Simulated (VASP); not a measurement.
# TiO2 (C2/m) in VASP: a series of runs

The runs below take TiO2 through single point, with PBE.

Program: VASP 6.6.1. These are calculated values, not measurements. Logs are shortened: lines on timing, memory, paths and dates and some standing lists are left out, and cuts for length are marked.

### Step 1. The crystal as given

It takes space group C2/m (No. 12, monoclinic). Conventional cell: a = 12.307 Å, b = 3.767 Å, c = 6.616 Å, α = 90.00°, β = 106.95°, γ = 90.00°. Around Ti (site symmetry m) lie 4 O at 1.86 to 1.94 Å. Around Ti (site symmetry m) lie 5 O at 1.78 to 2.03 Å. O (site symmetry m) has 3 Ti at 1.94 to 2.03 Å as nearest neighbours. O (site symmetry m) is surrounded by 3 Ti at 1.96 to 2.16 Å. O (site symmetry m) has 2 Ti at 1.78 to 1.87 Å as nearest neighbours. Around O (site symmetry m) lie 2 Ti at 1.86 to 1.93 Å.

The cell comes from a database or a generator and needn't be the stable form of this composition.

### Step 2. Single point, PBE

INCAR reads:

```
PREC = Accurate
ENCUT = 520
EDIFF = 1E-6
ISMEAR = 0
SIGMA = 0.012
LREAL = F
LASPH = T
NELM = 60
ALGO = Fast
ISIF = 2
LWAVE = F
LCHARG = F
GGA = PE
NBANDS = 60
```

KPOINTS reads:

```
regular mesh
0
Gamma
  8 8 4
```

POSCAR reads:

```
TiO2
1.0
    6.1535771931     -1.8834685000      0.0000000000
    6.1535771931      1.8834685000      0.0000000000
   -1.9283261078      0.0000000000      6.3289668713
Ti O
4 8
Direct
    0.9000710000      0.9000710000      0.2896020000
    0.1952860000      0.1952860000      0.2837620000
    0.0999290000      0.0999290000      0.7103980000
    0.8047140000      0.8047140000      0.7162380000
    0.3619310000      0.3619310000      0.2933970000
    0.2634885000      0.2634885000      0.6525000000
    0.8671885000      0.8671885000      0.9952910000
    0.7365115000      0.7365115000      0.3475000000
    0.9416475000      0.9416475000      0.6300210000
    0.1328115000      0.1328115000      0.0047090000
    0.6380690000      0.6380690000      0.7066030000
    0.0583525000      0.0583525000      0.3699790000
```

Potentials or basis: VASP PAW PBE potentials, release 64 (Ti_sv, O).

Command:

```console
$ cat potpaw_PBE.64/Ti_sv/POTCAR potpaw_PBE.64/O/POTCAR > POTCAR
$ mpirun -np 1 vasp_std > vasp.out
```

OUTCAR:

```text
PREC = Accurate
   ENCUT = 520
   EDIFF = 1E-6
   ISMEAR = 0
   LREAL = F
   LASPH = T
   NELM = 60
   ISIF = 2
   GGA = PE

 ion  position               nearest neighbor table
   1  0.900  0.900  0.290-  12 1.86   7 1.87   5 1.94   5 1.94   8 2.16   9 2.16
   2  0.195  0.195  0.284-  10 1.78  12 1.93   8 1.96   8 1.96   5 2.03   6 2.34
   3  0.100  0.100  0.710-   9 1.86  10 1.87  11 1.94  11 1.94   6 2.16  12 2.16
   4  0.805  0.805  0.716-   7 1.78   9 1.93   6 1.96   6 1.96  11 2.03   8 2.34
   5  0.362  0.362  0.293-   1 1.94   1 1.94   2 2.03
   6  0.263  0.263  0.653-   4 1.96   4 1.96   3 2.16   2 2.34
   7  0.867  0.867  0.995-   4 1.78   1 1.87
   8  0.737  0.737  0.347-   2 1.96   2 1.96   1 2.16   4 2.34
   9  0.942  0.942  0.630-   3 1.86   4 1.93   1 2.16
  10  0.133  0.133  0.005-   2 1.78   3 1.87
  11  0.638  0.638  0.707-   3 1.94   3 1.94   4 2.03
  12  0.058  0.058  0.370-   1 1.86   2 1.93   3 2.16

  LATTYP: Found a base centered monoclinic cell.
 ALAT       =    12.3071543862
 B/A-ratio  =     0.3060770087
 C/A-ratio  =     0.5375907333
 COS(beta)  =    -0.2914546970

  Lattice vectors:

 A1 = (   6.1535771931,  -1.8834685000,   0.0000000000)
 A2 = (   6.1535771931,   1.8834685000,   0.0000000000)
 A3 = (  -1.9283261078,   0.0000000000,   6.3289668713)

Analysis of symmetry for initial positions (statically):
=====================================================================
 Subroutine PRICEL returns:
 Original cell was already a primitive cell.

 Routine SETGRP: Setting up the symmetry group for a
 base centered monoclinic supercell.

 Subroutine GETGRP returns: Found  4 space group operations
 (whereof  4 operations were pure point group operations)
 out of a pool of  4 trial point group operations.

The static configuration has the point symmetry C_2h.

Analysis of symmetry for dynamics (positions and initial velocities):
=====================================================================
 Subroutine PRICEL returns:
 Original cell was already a primitive cell.

 Routine SETGRP: Setting up the symmetry group for a
 base centered monoclinic supercell.

 Subroutine GETGRP returns: Found  4 space group operations
 (whereof  4 operations were pure point group operations)
 out of a pool of  4 trial point group operations.

The dynamic configuration has the point symmetry C_2h.

 Subroutine INISYM returns: Found  4 space group operations
 (whereof  4 operations are pure point group operations),
 and found     1 'primitive' translations

----------------------------------------------------------------------------------------

                                     Primitive cell

  volume of cell :     146.7063

  direct lattice vectors                    reciprocal lattice vectors
     6.153577193 -1.883468500  0.000000000     0.081253551 -0.265467673  0.024756544
     6.153577193  1.883468500  0.000000000     0.081253551  0.265467673  0.024756544
    -1.928326108  0.000000000  6.328966871     0.000000000  0.000000000  0.158003671

  length of vectors
     6.435368355  6.435368355  6.616212152     0.278725872  0.278725872  0.158003671

  position of ions in fractional coordinates (direct lattice)
     0.900071000  0.900071000  0.289602000
     0.195286000  0.195286000  0.283762000
     0.099929000  0.099929000  0.710398000
     0.804714000  0.804714000  0.716238000
     0.361931000  0.361931000  0.293397000
     0.263488500  0.263488500  0.652500000
     0.867188500  0.867188500  0.995291000
     0.736511500  0.736511500  0.347500000
     0.941647500  0.941647500  0.630021000
     0.132811500  0.132811500  0.004709000
     0.638069000  0.638069000  0.706603000
     0.058352500  0.058352500  0.369979000

  ion indices of the primitive-cell ions
   primitive index   ion index
                 1           1
                 2           2
                 3           3
                 4           4
                 5           5
                 6           6
                 7           7
                 8           8
                 9           9
                10          10
                11          11
                12          12

----------------------------------------------------------------------------------------

 KPOINTS: regular mesh

Automatic generation of k-mesh.
 Grid dimensions read from file:
 generate k-points for:    8    8    4

 Generating k-lattice:

  Cartesian coordinates                     Fractional coordinates (reciprocal lattice)
     0.010156694 -0.033183459  0.003094568     0.125000000  0.000000000  0.000000000
     0.010156694  0.033183459  0.003094568     0.000000000  0.125000000  0.000000000
     0.000000000  0.000000000  0.039500918     0.000000000  0.000000000  0.250000000

  Length of vectors
     0.034840734  0.034840734  0.039500918

  Shift w.r.t. Gamma in fractional coordinates (k-lattice)
     0.000000000  0.000000000  0.000000000

 Subroutine IBZKPT returns following result:
 ===========================================

 Found     78 irreducible k-points:

 Following reciprocal coordinates:
            Coordinates               Weight
  0.000000  0.000000  0.000000      1.000000
  0.125000  0.000000  0.000000      4.000000
  0.250000  0.000000  0.000000      4.000000
  0.375000  0.000000 -0.000000      4.000000
  0.500000  0.000000  0.000000      2.000000
  0.125000  0.125000  0.000000      2.000000
[... 16 lines left out ...]
  0.125000  0.000000  0.250000      4.000000
  0.250000  0.000000  0.250000      4.000000
 [... further k-points ...]
   k-points           NKPTS =     78   k-points in BZ     NKDIM =     78   number of bands    NBANDS=     60
   number of dos      NEDOS =    301   number of ions     NIONS =     12
   total plane-waves  NPLWV = 115200
   dimension x,y,z NGX =    48 NGY =   48 NGZ =   50
   dimension x,y,z NGXF=    96 NGYF=   96 NGZF=  100
   ions per type =               4   8
   NGX,Y,Z   is equivalent  to a cutoff of  12.40, 12.40, 12.56 a.u.
   NGXF,Y,Z  is equivalent  to a cutoff of  24.80, 24.80, 25.13 a.u.
 SYSTEM =  unknown system
   PREC   = accura    normal or accurate (medium, high low for compatibility)
   ISTART =      0    job   : 0-new  1-cont  2-samecut
   ICHARG =      2    charge: 1-file 2-atom 10-const
   ISPIN  =      1    spin polarized calculation?
   LNONCOLLINEAR =      F non collinear calculations
   LSORBIT =      F    spin-orbit coupling
   LASPH  =      T    aspherical Exc in radial PAW
   ENCUT  =  520.0 eV  38.22 Ry    6.18 a.u.  11.97 11.97 12.30*2*pi/ulx,y,z
   NELM   =     60;   NELMIN=  2; NELMDL= -5     # of ELM steps
   EDIFF  = 0.1E-05   stopping-criterion for ELM
   LREAL  =      F    real-space projection
   EDIFFG = 0.1E-04   stopping-criterion for IOM
   NSW    =      0    number of steps for IOM
   IBRION =     -1    ionic relax: 0-MD 1-quasi-New 2-CG
   NFREE  =      0    steps in history (QN), initial steepest desc. (CG)
   ISIF   =      2    stress and relaxation
   ISYM   =      2    0-nonsym 1-usesym 2-fastsym
   POTIM  = 0.5000    time-step for ionic-motion
   TEBEG  =    0.0;   TEEND  =   0.0 temperature during run
   PSTRESS=    0.0 pullay stress
   NELECT =      96.0000    total number of electrons
   NUPDOWN=      -1.0000    fix difference up-down
   EMIN   =  10.00;   EMAX   =-10.00  energy-range for DOS
   EFERMI =   0.00;   METHOD = LEGACY
   ISMEAR =     0;   SIGMA  =   0.01  broadening in eV -4-tet -1-fermi 0-gaus
   EFERMI_NEDOS =   21; number of points for ismear=-14 and -15
   IALGO  =     68    algorithm
   IMIX   =      4    mixing-type and parameters
     AMIX     =   0.40;   BMIX     =  1.00
     AMIX_MAG =   1.60;   BMIX_MAG =  1.00
  volume/ion in A,a.u.               =      12.23        82.50
  Fermi-wavevector in a.u.,A,eV,Ry     =   1.421289  2.685846 27.484606  2.020062
  Thomas-Fermi vector in A             =   2.542114
   LORBIT       =      0    0 simple, 1 ext, 2 COOP (PROOUT), +10 PAW based schemes
   GGA     = PE    functional components
   LHFCALC =     F    Hartree Fock is set to
   AEXX    =    0.0000 exact exchange contribution
   IVDW    =     0    specifies the selected vdW correction
   LEPSILON=     F    determine dielectric tensor
   LRPA    =     F    only Hartree local field effects (RPA)
 non-spin polarized calculation
 RMM-DIIS sequential band-by-band and
 Gauss-broadening in eV      SIGMA  =   0.01
  energy-cutoff  :      520.00
  volume of cell :      146.71
 maximum number of plane-waves:      3974
   NGX = 23   NGY = 23   NGZ = 25

 number of electron      96.0000007 magnetization

 Free energy of the ion-electron system (eV)
  ---------------------------------------------------
  ext. energy  EPLUGINS =         0.00000000
  ---------------------------------------------------
  free energy    TOTEN  =      -107.79833025 eV

  energy without entropy =     -107.79833025  energy(sigma->0) =     -107.79833025

 E-fermi :   2.5562     XC(G=0): -10.2735

 val. band max:        2.5040152901   @ k =  -0.3750   0.2500   0.5000
 cond. band min:       5.2295242387   @ k =   0.0000   0.0000   0.0000
 fundamental gap:      2.7255089486
 Fermi energy:         2.5561658404

 k-point     1 :       0.0000    0.0000    0.0000
  band No.  band energies     occupation
      1     -53.6844      2.00000
      2     -53.6729      2.00000
      3     -53.5875      2.00000
      4     -53.5813      2.00000
      5     -30.0823      2.00000
      6     -30.0355      2.00000
[... 52 lines left out ...]
     59       7.5619      0.00000
     60       9.4823      0.00000

 k-point     2 :       0.1250    0.0000    0.0000
  band No.  band energies     occupation
      1     -53.6838      2.00000
      2     -53.6725      2.00000
      3     -53.5871      2.00000
      4     -53.5814      2.00000
      5     -30.0799      2.00000
      6     -30.0338      2.00000
[... 1375 lines left out ...]
     59       7.1413      0.00000
     60      10.2453      0.00000

 k-point    24 :       0.2500    0.0000    0.2500
  band No.  band energies     occupation
      1     -53.6820      2.00000
      2     -53.6717      2.00000
      3     -53.5863      2.00000
      4     -53.5815      2.00000
      5     -30.0733      2.00000
      6     -30.0308      2.00000
[... 52 lines left out ...]
     59       7.0712      0.00000
     60      11.0382      0.00000

 [... further k-points ...]
[... 5 lines left out ...]
  --------------------------------------------------------------------------------------
  -------------------------------------------------------------------------------------
  Total       -0.4956498     -0.4983053     -0.5417348      0.0000000      0.0000000     -0.0080054
  in kB       -5.4129829     -5.4419840     -5.9162770      0.0000000      0.0000000     -0.0874273
  external PRESSURE =      -5.5904146 kB  Pullay stress =       0.0000000 kB

 VOLUME and BASIS-vectors are now :
 -----------------------------------------------------------------------------
  energy-cutoff  :      520.00
  volume of cell :      146.71
      direct lattice vectors                 reciprocal lattice vectors
     6.153577193 -1.883468500  0.000000000     0.081253551 -0.265467673  0.024756544
     6.153577193  1.883468500  0.000000000     0.081253551  0.265467673  0.024756544
    -1.928326108  0.000000000  6.328966871     0.000000000  0.000000000  0.158003671

 POSITION                                       TOTAL-FORCE (eV/Angst)
 -----------------------------------------------------------------------------------
     10.51887      0.00000      1.83288         0.005832      0.000000     -0.046893
      1.85623      0.00000      1.79592        -0.054682      0.000000     -0.101511
     -0.14004      0.00000      4.49609        -0.005832      0.000000      0.046893
      8.52260      0.00000      4.53305         0.054682      0.000000      0.101511
      3.88858      0.00000      1.85690        -0.022084      0.000000     -0.010723
      1.98456      0.00000      4.12965        -0.001172      0.000000      0.028321
      8.75338      0.00000      6.29916        -0.038943      0.000000     -0.011327
      8.39427      0.00000      2.19932         0.001172      0.000000     -0.028321
     10.37412      0.00000      3.98738         0.003672      0.000000      0.019386
      1.62545      0.00000      0.02980         0.038943      0.000000      0.011327
      6.49025      0.00000      4.47207         0.022084      0.000000      0.010723
      0.00471      0.00000      2.34158        -0.003672      0.000000     -0.019386
 -----------------------------------------------------------------------------------
    total drift:                               -0.000000      0.000000      0.000000

  FREE ENERGIE OF THE ION-ELECTRON SYSTEM (eV)
  ---------------------------------------------------
  free  energy   TOTEN  =      -107.7983302492 eV

  energy  without entropy=     -107.7983302492  energy(sigma->0) =     -107.79833025
```

Wall time 24 min (1 thread of Intel Xeon Platinum 8488C (Sapphire Rapids), shared host); peak memory 0.65 GiB.

What came out:

```
Free energy            : -107.7983 eV
Pressure               : -0.6 GPa
Largest force          : 0.115 eV/Å
Band gap on the k mesh : 2.73 eV, indirect (least direct gap 2.90 eV)
```

Forces in eV/Å, atoms in the order of the input:
```
Ti   0.006  0.000 -0.047
Ti  -0.055  0.000 -0.102
Ti  -0.006  0.000  0.047
Ti   0.055  0.000  0.102
O   -0.022  0.000 -0.011
O   -0.001  0.000  0.028
O   -0.039  0.000 -0.011
O    0.001  0.000 -0.028
O    0.004  0.000  0.019
O    0.039  0.000  0.011
O    0.022  0.000  0.011
O   -0.004  0.000 -0.019
```

Levels at points of the mesh, in eV from the valence-band top:
| k point | band 46 | band 47 | band 48 | band 49 | band 50 | band 51 |
| --- | --- | --- | --- | --- | --- | --- |
| (0.00, 0.00, 0.00) | -0.74 | -0.35 | -0.17 | 2.73 | 3.07 | 3.30 |
| (0.50, 0.00, 0.00) | -0.47 | -0.21 | -0.12 | 3.10 | 3.15 | 3.57 |
| (0.50, 0.50, 0.00) | -0.62 | -0.39 | -0.11 | 2.86 | 2.91 | 3.41 |
| (0.00, 0.00, 0.50) | -0.66 | -0.58 | -0.43 | 2.84 | 3.10 | 3.26 |
| (0.50, 0.00, 0.50) | -0.51 | -0.09 | -0.01 | 3.14 | 3.19 | 3.42 |
| (0.50, 0.50, 0.50) | -0.41 | -0.21 | -0.20 | 2.98 | 3.09 | 3.23 |

### Step 3. Single point, PBE

INCAR reads:

```
SYSTEM = TiO2
PREC = Accurate ; ENCUT = 520
EDIFF = 1E-6 ; ISMEAR = 0
SIGMA = 0.014 ; LREAL = .False.
LASPH = .True. ; NELM = 60
ALGO = Normal ; ISIF = 2
LWAVE = .False. ; LCHARG = .True.
GGA = PE ; LELF = .True.
LVHAR = .True. ; NBANDS = 60
```

KPOINTS reads:

```
regular mesh
0
Gamma
  8 8 4
  0 0 0
```

POSCAR is that of step 2.

Potentials or basis: VASP PAW PBE potentials, release 64 (Ti_sv, O).

Command:

```console
$ cat potpaw_PBE.64/Ti_sv/POTCAR potpaw_PBE.64/O/POTCAR > POTCAR
$ mpirun -np 1 vasp_std > vasp.out
```

Run time: 18 min. Hardware: 1 thread of Intel Xeon Platinum 8375C at 2.90GHz (Ice Lake), shared host; peak memory 0.65 GiB.

Results (log left out):

```
Free energy            : -107.7983 eV
Pressure               : -0.5 GPa
Largest force          : 0.114 eV/Å
Band gap on the k mesh : 2.73 eV, indirect (least direct gap 2.90 eV)
```

Forces on the atoms (eV/Å):
```
Ti   0.003  0.000 -0.045
Ti  -0.052  0.000 -0.101
Ti  -0.003  0.000  0.045
Ti   0.052  0.000  0.101
O   -0.022  0.000 -0.011
O   -0.001  0.000  0.028
O   -0.039  0.000 -0.011
O    0.001  0.000 -0.028
O    0.004  0.000  0.019
O    0.039  0.000  0.011
O    0.022  0.000  0.011
O   -0.004  0.000 -0.019
```

Levels at points of the mesh, in eV from the valence-band top:
| k point | band 46 | band 47 | band 48 | band 49 | band 50 | band 51 |
| --- | --- | --- | --- | --- | --- | --- |
| (0.00, 0.00, 0.00) | -0.74 | -0.35 | -0.17 | 2.73 | 3.07 | 3.30 |
| (0.50, 0.00, 0.00) | -0.47 | -0.21 | -0.12 | 3.10 | 3.15 | 3.57 |
| (0.50, 0.50, 0.00) | -0.62 | -0.39 | -0.11 | 2.86 | 2.91 | 3.41 |
| (0.00, 0.00, 0.50) | -0.66 | -0.58 | -0.43 | 2.84 | 3.10 | 3.26 |
| (0.50, 0.00, 0.50) | -0.51 | -0.09 | -0.01 | 3.14 | 3.19 | 3.42 |
| (0.50, 0.50, 0.50) | -0.41 | -0.21 | -0.20 | 2.98 | 3.09 | 3.23 |

A k mesh can miss the band edges.
